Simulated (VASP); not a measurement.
# ZnSe (Stilleite) (F-43m) in VASP: notebook

The runs below take ZnSe (Stilleite) through G0W0 quasiparticle levels, with PBE.

Program: VASP 6.6.1. These are calculated values, not measurements. Logs are shortened: lines on timing, memory, paths and dates and some standing lists are left out, and cuts for length are marked.

## Step 1: The structure

It takes space group F-43m (No. 216, cubic). The conventional cell has a = 5.668 Å, b = 5.668 Å, c = 5.668 Å, α = 90.00°, β = 90.00°, γ = 90.00°. Se (site symmetry -43m) is surrounded by 4 Zn at 2.45 Å. Zn (site symmetry -43m) is surrounded by 4 Se at 2.45 Å.

## Step 2: G0W0 quasiparticle levels, PBE

POSCAR reads:

```
ZnSe
1.0
    0.0000000000      2.8338000000      2.8338000000
    2.8338000000      0.0000000000      2.8338000000
    2.8338000000      2.8338000000      0.0000000000
Se Zn
1 1
Direct
    0.7500000000      0.7500000000      0.7500000000
    0.0000000000      0.0000000000      0.0000000000
```

INCAR.step1 reads:

```
SYSTEM = ZnSe
  PREC = Accurate
  ENCUT = 450
  EDIFF = 1E-8
  ISMEAR = 0
  SIGMA = 0.01
  LREAL = .False.
  LASPH = .True.
  NELM = 60
  ALGO = Normal
  LWAVE = .True.
  LCHARG = .False.
  GGA = PE
```

INCAR.step2 reads:

```
SYSTEM = ZnSe
  PREC = Accurate
  ENCUT = 450
  EDIFF = 1E-8
  ISMEAR = 0
  SIGMA = 0.01
  LREAL = .False.
  LASPH = .True.
  NELM = 1
  ALGO = Exact
  LWAVE = .True.
  LCHARG = .False.
  GGA = PE
  NBANDS = 118
  LOPTICS = .True.
  ISTART = 1
```

INCAR.step3 reads:

```
SYSTEM = ZnSe
  PREC = Accurate
  ENCUT = 450
  EDIFF = 1E-8
  ISMEAR = 0
  SIGMA = 0.01
  LREAL = .False.
  LASPH = .True.
  ALGO = EVGW0
  LWAVE = .False.
  LCHARG = .False.
  GGA = PE
  NELMGW = 1
  NBANDS = 118
  ENCUTGW = 100
  NOMEGA = 48
  PRECFOCK = Fast
  ISTART = 1
  NBANDSGW = 17
```

KPOINTS reads:

```
Automatic mesh
0
Gamma
  3 3 3
  0 0 0
```

Potentials or basis: VASP PAW PBE potentials, release 64 (Se_GW, Zn_GW).

Started as:

```
$ cat potpaw_PBE.64/Se_GW/POTCAR potpaw_PBE.64/Zn_GW/POTCAR > POTCAR
$ cp INCAR.step1 INCAR
$ mpirun -np 1 vasp_std > vasp.out
$ cp INCAR.step2 INCAR
$ mpirun -np 1 vasp_std > vasp.out
$ cp INCAR.step3 INCAR
$ mpirun -np 1 vasp_std > vasp.out
```

OUTCAR:

```text
SYSTEM = ZnSe
   PREC = Accurate
   ENCUT = 450
   EDIFF = 1E-8
   ISMEAR = 0
   LREAL = .False.
   LASPH = .True.
   GGA = PE
   NELMGW = 1
   ENCUTGW = 100
   PRECFOCK = Fast
   ISTART = 1

 Found      4 irreducible k-points:

 Following reciprocal coordinates:
            Coordinates               Weight
  0.000000  0.000000  0.000000      1.000000
  0.333333  0.000000  0.000000      8.000000
  0.333333  0.333333  0.000000      6.000000
 -0.333333  0.333333  0.000000     12.000000
   k-points           NKPTS =      4   k-points in BZ     NKDIM =     27   number of bands    NBANDS=    118
   number of dos      NEDOS =    301   number of ions     NIONS =      2
   total plane-waves  NPLWV =  21952
   dimension x,y,z NGX =    28 NGY =   28 NGZ =   28
   dimension x,y,z NGXF=    56 NGYF=   56 NGZF=   56
   ions per type =               1   1
   NGX,Y,Z   is equivalent  to a cutoff of  11.62, 11.62, 11.62 a.u.
   NGXF,Y,Z  is equivalent  to a cutoff of  23.23, 23.23, 23.23 a.u.
 SYSTEM =  ZnSe
   PREC   = accura    normal or accurate (medium, high low for compatibility)
   ISTART =      1    job   : 0-new  1-cont  2-samecut
   ICHARG =      0    charge: 1-file 2-atom 10-const
   ISPIN  =      1    spin polarized calculation?
   LNONCOLLINEAR =      F non collinear calculations
   LSORBIT =      F    spin-orbit coupling
   LASPH  =      T    aspherical Exc in radial PAW
   ENCUT  =  450.0 eV  33.07 Ry    5.75 a.u.   6.93  6.93  6.93*2*pi/ulx,y,z
   NELM   =     60;   NELMIN=  2; NELMDL=  0     # of ELM steps
   EDIFF  = 0.1E-07   stopping-criterion for ELM
   LREAL  =      F    real-space projection
   EDIFFG = 0.1E-06   stopping-criterion for IOM
   NSW    =      0    number of steps for IOM
   IBRION =     -1    ionic relax: 0-MD 1-quasi-New 2-CG
   NFREE  =      0    steps in history (QN), initial steepest desc. (CG)
   ISIF   =      0    stress and relaxation
   ISYM   =      3    0-nonsym 1-usesym 2-fastsym
   POTIM  = 0.5000    time-step for ionic-motion
   TEBEG  =    0.0;   TEEND  =   0.0 temperature during run
   PSTRESS=    0.0 pullay stress
   NELECT =      18.0000    total number of electrons
   NUPDOWN=      -1.0000    fix difference up-down
   EMIN   =  10.00;   EMAX   =-10.00  energy-range for DOS
   EFERMI =   0.00;   METHOD = LEGACY
   ISMEAR =     0;   SIGMA  =   0.01  broadening in eV -4-tet -1-fermi 0-gaus
   EFERMI_NEDOS =   21; number of points for ismear=-14 and -15
   IALGO  =     38    algorithm
   IMIX   =      4    mixing-type and parameters
     AMIX     =   0.40;   BMIX     =  1.00
     AMIX_MAG =   1.60;   BMIX_MAG =  1.00
  volume/ion in A,a.u.               =      22.76       153.57
  Fermi-wavevector in a.u.,A,eV,Ry     =   1.201673  2.270834 19.647073  1.444019
  Thomas-Fermi vector in A             =   2.337476
   LORBIT       =      0    0 simple, 1 ext, 2 COOP (PROOUT), +10 PAW based schemes
   GGA     = PE    functional components
   LHFCALC =     T    Hartree Fock is set to
   PRECFOCK=fast      Normal, Fast or Accurate (Low or Medium for compatibility)
   ENCUT4O =  -1.0   cutoff for four orbital integrals eV
   NKREDX  =     1    reduce k-point grid by
   NKREDY  =     1    reduce k-point grid by
   NKREDZ  =     1    reduce k-point grid by
   AEXX    =    1.0000 exact exchange contribution
   HFSCREEN=    0.0000 screening length (either q_TF or 0.3 A-1)
   HFSCREENC=   0.0000 screening length for correlation (either q_TF or 0.3 A-1)
   ENCUTFOCK=  -1.0 apply spherical cutoff to Coloumb kernel
   IVDW    =     0    specifies the selected vdW correction
   LEPSILON=     F    determine dielectric tensor
   LRPA    =     F    only Hartree local field effects (RPA)
   LRPAFORCE           =     F    calculate RPA forces
   ENCUTGW             = 100.0    cutoff for response function in eV
   ENCUTGWSOFT         =  80.0    soft cutoff for Coulomb kernel in GW response function in eV
   ENCUTLF             =  -1.0    cutoff for local field effects
   NELMGW              =     1    number of iterations in solving QP/BSE equation
   NELMHF              =     1    number of iterations in the inner HF iteration
   NKREDLFX            =     1    NKREDLFY  =   1   NKREDLFZ  =   1
 non-spin polarized calculation
 Gauss-broadening in eV      SIGMA  =   0.01
  energy-cutoff  :      450.00
  volume of cell :       45.51
 maximum number of plane-waves:      1002
  NGX = 16; NGY = 16; NGZ = 16
   NGX = 13   NGY = 13   NGZ = 13
 maximum number of plane-waves:       113
 NGX is ok and might be reduce to    14

 QP shifts <psi_nk| G(iteration)W_0 |psi_nk>: iteration 1
 for sc-GW calculations column KS-energies equals QP-energies in previous step
 and V_xc(KS)=  KS-energies - (<T + V_ion + V_H > + <T+V_H+V_ion>^1  + <V_x>^1)

 k-point   1 :       0.0000    0.0000    0.0000
  band No.  KS-energies  QP-energies   sigma(KS)   V_xc(KS)     V^pw_x(r,r')   Z            occupation Imag(sigma)

      1     -10.5025     -10.9581     -12.9918     -12.3078     -19.8306       0.6661       2.0000       1.1564
      2      -3.8950      -5.6472     -22.3171     -19.7053     -30.8897       0.6709       2.0000       0.2283
      3      -3.8950      -5.6472     -22.3171     -19.7053     -30.8897       0.6709       2.0000       0.2283
      4      -3.8950      -5.6472     -22.3171     -19.7053     -30.8897       0.6709       2.0000       0.2283
      5      -3.5352      -5.3834     -23.2339     -20.4968     -32.0216       0.6752       2.0000       0.2046
      6      -3.5352      -5.3834     -23.2339     -20.4968     -32.0216       0.6752       2.0000       0.2046
[... 9 lines left out ...]
     16      14.1442      14.3328     -10.0678     -10.3197      -4.9907       0.7488       0.0000      -0.2560
     17      15.7309      15.5366      -7.8208      -7.5616      -2.2362       0.7495       0.0000      -0.5065

 k-point   2 :       0.3333    0.0000    0.0000
  band No.  KS-energies  QP-energies   sigma(KS)   V_xc(KS)     V^pw_x(r,r')   Z            occupation Imag(sigma)

      1      -9.9290     -10.3482     -13.3554     -12.7264     -20.0665       0.6665       2.0000       1.0572
      2      -3.8250      -5.5931     -22.4651     -19.8401     -31.0693       0.6736       2.0000       0.2260
      3      -3.8250      -5.5931     -22.4651     -19.8401     -31.0693       0.6736       2.0000       0.2260
      4      -3.7224      -5.4122     -21.4568     -18.9596     -29.5970       0.6766       2.0000       0.2344
      5      -3.5286      -5.3846     -23.2502     -20.5138     -32.0526       0.6783       2.0000       0.2065
      6      -3.5286      -5.3846     -23.2502     -20.5138     -32.0526       0.6783       2.0000       0.2065
[... 9 lines left out ...]
     16      13.7323      13.8333      -9.4697      -9.6043      -4.3199       0.7511       0.0000      -0.2809
     17      18.1579      18.3259      -9.1582      -9.3821      -2.9821       0.7507       0.0000      -0.6908

 k-point   3 :       0.3333    0.3333    0.0000
  band No.  KS-energies  QP-energies   sigma(KS)   V_xc(KS)     V^pw_x(r,r')   Z            occupation Imag(sigma)

      1      -9.7351     -10.1435     -13.4909     -12.8763     -20.1594       0.6645       2.0000       1.0184
      2      -3.8848      -5.5296     -20.9626     -18.5260     -28.9470       0.6750       2.0000       0.2356
      3      -3.7209      -5.5138     -22.7377     -20.0822     -31.4143       0.6751       2.0000       0.2244
      4      -3.7209      -5.5138     -22.7377     -20.0822     -31.4143       0.6751       2.0000       0.2244
      5      -3.5311      -5.3544     -22.9363     -20.2425     -31.6336       0.6769       2.0000       0.2128
      6      -3.4995      -5.3658     -23.3167     -20.5767     -32.1335       0.6811       2.0000       0.2048
[... 9 lines left out ...]
     16      17.9374      18.0671      -8.8385      -9.0119      -2.8043       0.7476       0.0000      -0.6457
     17      19.3955      19.4660      -9.4342      -9.5269      -3.5001       0.7607       0.0000      -0.7931

 k-point   4 :      -0.3333    0.3333    0.0000
  band No.  KS-energies  QP-energies   sigma(KS)   V_xc(KS)     V^pw_x(r,r')   Z            occupation Imag(sigma)

      1      -9.4978      -9.9005     -13.7269     -13.1236     -20.3582       0.6675       2.0000       0.9752
      2      -3.7977      -5.5458     -22.1347     -19.5462     -30.5782       0.6753       2.0000       0.2263
      3      -3.7177      -5.5094     -22.7394     -20.0899     -31.4135       0.6762       2.0000       0.2236
      4      -3.5758      -5.4214     -23.1190     -20.3898     -31.9116       0.6762       2.0000       0.2128
      5      -3.5272      -5.3855     -23.2399     -20.5059     -32.0440       0.6797       2.0000       0.2070
      6      -3.2992      -5.0878     -22.8555     -20.2218     -31.4303       0.6791       2.0000       0.2217
[... 9 lines left out ...]
     16      18.2675      18.3469      -8.8574      -8.9631      -2.8492       0.7504       0.0000      -0.6573
     17      18.9634      18.9301      -8.4920      -8.4479      -2.5833       0.7556       0.0000      -0.6809
```

Wall time 36 s (1 thread of AMD EPYC 9R45 (Zen 5), shared host); peak memory 0.25 GiB.

The run converged, but some of its settings lie outside the range that counts as converged, so its numbers aren't taken as properties of the crystal.

What came out:

```
Band gap on the k mesh, mean-field level : 1.24 eV, direct
Quasiparticle gap                        : 2.33 eV
Least direct quasiparticle gap           : 2.33 eV
```

Caveat: the k mesh is coarse (spacing up to 0.64 Å⁻¹), so the values aren't converged; bands, screening cutoff and mesh are small and nothing is extrapolated, so the quasiparticle values aren't converged.

## Step 3: G0W0 quasiparticle levels, PBE

POSCAR is that of step 2.

INCAR.step1 is that of step 2.

INCAR.step2 is that of step 2.

Edit INCAR.step3 of step 2 so:

```diff
@@ -14,3 +14,3 @@
   NBANDS = 118
-  ENCUTGW = 100
+  ENCUTGW = 150
   NOMEGA = 48
```

KPOINTS is that of step 2.

Potentials or basis: VASP PAW PBE potentials, release 64 (Se_GW, Zn_GW).

Started as:

```
$ cat potpaw_PBE.64/Se_GW/POTCAR potpaw_PBE.64/Zn_GW/POTCAR > POTCAR
$ cp INCAR.step1 INCAR
$ mpirun -np 1 vasp_std > vasp.out
$ cp INCAR.step2 INCAR
$ mpirun -np 1 vasp_std > vasp.out
$ cp INCAR.step3 INCAR
$ mpirun -np 1 vasp_std > vasp.out
```

OUTCAR:

```text
SYSTEM = ZnSe
   PREC = Accurate
   ENCUT = 450
   EDIFF = 1E-8
   ISMEAR = 0
   LREAL = .False.
   LASPH = .True.
   GGA = PE
   NELMGW = 1
   ENCUTGW = 150
   PRECFOCK = Fast
   ISTART = 1

 Found      4 irreducible k-points:

 Following reciprocal coordinates:
            Coordinates               Weight
  0.000000  0.000000  0.000000      1.000000
  0.333333  0.000000  0.000000      8.000000
  0.333333  0.333333  0.000000      6.000000
 -0.333333  0.333333  0.000000     12.000000
   k-points           NKPTS =      4   k-points in BZ     NKDIM =     27   number of bands    NBANDS=    118
   number of dos      NEDOS =    301   number of ions     NIONS =      2
   total plane-waves  NPLWV =  21952
   dimension x,y,z NGX =    28 NGY =   28 NGZ =   28
   dimension x,y,z NGXF=    56 NGYF=   56 NGZF=   56
   ions per type =               1   1
   NGX,Y,Z   is equivalent  to a cutoff of  11.62, 11.62, 11.62 a.u.
   NGXF,Y,Z  is equivalent  to a cutoff of  23.23, 23.23, 23.23 a.u.
 SYSTEM =  ZnSe
   PREC   = accura    normal or accurate (medium, high low for compatibility)
   ISTART =      1    job   : 0-new  1-cont  2-samecut
   ICHARG =      0    charge: 1-file 2-atom 10-const
   ISPIN  =      1    spin polarized calculation?
[... 31 lines left out ...]
   LHFCALC =     T    Hartree Fock is set to
   PRECFOCK=fast      Normal, Fast or Accurate (Low or Medium for compatibility)
   ENCUT4O =  -1.0   cutoff for four orbital integrals eV
   NKREDX  =     1    reduce k-point grid by
   NKREDY  =     1    reduce k-point grid by
   NKREDZ  =     1    reduce k-point grid by
   AEXX    =    1.0000 exact exchange contribution
   HFSCREEN=    0.0000 screening length (either q_TF or 0.3 A-1)
   HFSCREENC=   0.0000 screening length for correlation (either q_TF or 0.3 A-1)
   ENCUTFOCK=  -1.0 apply spherical cutoff to Coloumb kernel
   IVDW    =     0    specifies the selected vdW correction
   LEPSILON=     F    determine dielectric tensor
   LRPA    =     F    only Hartree local field effects (RPA)
   LRPAFORCE           =     F    calculate RPA forces
   ENCUTGW             = 150.0    cutoff for response function in eV
   ENCUTGWSOFT         = 120.0    soft cutoff for Coulomb kernel in GW response function in eV
   ENCUTLF             =  -1.0    cutoff for local field effects
   NELMGW              =     1    number of iterations in solving QP/BSE equation
   NELMHF              =     1    number of iterations in the inner HF iteration
   NKREDLFX            =     1    NKREDLFY  =   1   NKREDLFZ  =   1
 non-spin polarized calculation
 Gauss-broadening in eV      SIGMA  =   0.01
  energy-cutoff  :      450.00
  volume of cell :       45.51
 maximum number of plane-waves:      1002
  NGX = 16; NGY = 16; NGZ = 16
   NGX = 13   NGY = 13   NGZ = 13
 maximum number of plane-waves:       194

 QP shifts <psi_nk| G(iteration)W_0 |psi_nk>: iteration 1
 for sc-GW calculations column KS-energies equals QP-energies in previous step
 and V_xc(KS)=  KS-energies - (<T + V_ion + V_H > + <T+V_H+V_ion>^1  + <V_x>^1)

 k-point   1 :       0.0000    0.0000    0.0000
  band No.  KS-energies  QP-energies   sigma(KS)   V_xc(KS)     V^pw_x(r,r')   Z            occupation Imag(sigma)

      1     -10.5025     -11.0473     -13.1263     -12.3078     -19.8306       0.6656       2.0000       1.1561
      2      -3.8950      -5.4001     -21.9607     -19.7053     -30.8897       0.6673       2.0000       0.2512
      3      -3.8950      -5.4001     -21.9607     -19.7053     -30.8897       0.6673       2.0000       0.2512
      4      -3.8950      -5.4001     -21.9607     -19.7053     -30.8897       0.6673       2.0000       0.2512
      5      -3.5352      -5.1106     -22.8428     -20.4968     -32.0216       0.6715       2.0000       0.2289
      6      -3.5352      -5.1106     -22.8428     -20.4968     -32.0216       0.6715       2.0000       0.2289
[... 59 lines left out ...]
      3      -3.7177      -5.2497     -22.3677     -20.0899     -31.4135       0.6726       2.0000       0.2468
      4      -3.5758      -5.1481     -22.7279     -20.3898     -31.9116       0.6725       2.0000       0.2373
      5      -3.5272      -5.1103     -22.8479     -20.5059     -32.0440       0.6760       2.0000       0.2314
      6      -3.2992      -4.8233     -22.4782     -20.2218     -31.4303       0.6755       2.0000       0.2444
[... 9 lines left out ...]
     16      18.2675      18.3323      -8.8768      -8.9631      -2.8492       0.7505       0.0000      -0.6607
     17      18.9634      18.9313      -8.4903      -8.4479      -2.5833       0.7554       0.0000      -0.6818
```

OUTCAR.step1:

```text
SYSTEM = ZnSe
   PREC = Accurate
   ENCUT = 450
   EDIFF = 1E-8
   ISMEAR = 0
   LREAL = .False.
   LASPH = .True.
[... 170 lines left out ...]
      4.25070      4.25070      4.25070        -0.000000     -0.000000     -0.000000
      0.00000      0.00000      0.00000         0.000000      0.000000      0.000000
 -----------------------------------------------------------------------------------
    total drift:                               -0.000001     -0.000001     -0.000001

  FREE ENERGIE OF THE ION-ELECTRON SYSTEM (eV)
  ---------------------------------------------------
  free  energy   TOTEN  =        -5.7435854918 eV

  energy  without entropy=       -5.7435854918  energy(sigma->0) =       -5.74358549
```

Run time: 38 s. Hardware: 1 thread of AMD EPYC 9R45 (Zen 5), shared host; peak memory 0.25 GiB.

The run converged, but some of its settings lie outside the range that counts as converged, so its numbers aren't taken as properties of the crystal.

What came out:

```yaml
Band_gap_on_the_k_mesh_mean-field_level: 1.24 eV, direct
Quasiparticle_gap: 2.33 eV
Least_direct_quasiparticle_gap: 2.33 eV
```

Caveat: the k mesh is coarse (spacing up to 0.64 Å⁻¹), so the values aren't converged; bands, screening cutoff and mesh are small and nothing is extrapolated, so the quasiparticle values aren't converged.

## Step 4: For comparison

An earlier run on the cell as given: functional PBE; potentials or basis VASP PAW PBE potentials, release 64 (Se, Zn); cutoff 520 eV; k mesh 8 × 8 × 8; occupations fermi-dirac, width 0.05 eV; no spin polarisation.

* Pressure: 2.3 GPa
* Band gap on the k mesh: 1.29 eV, direct
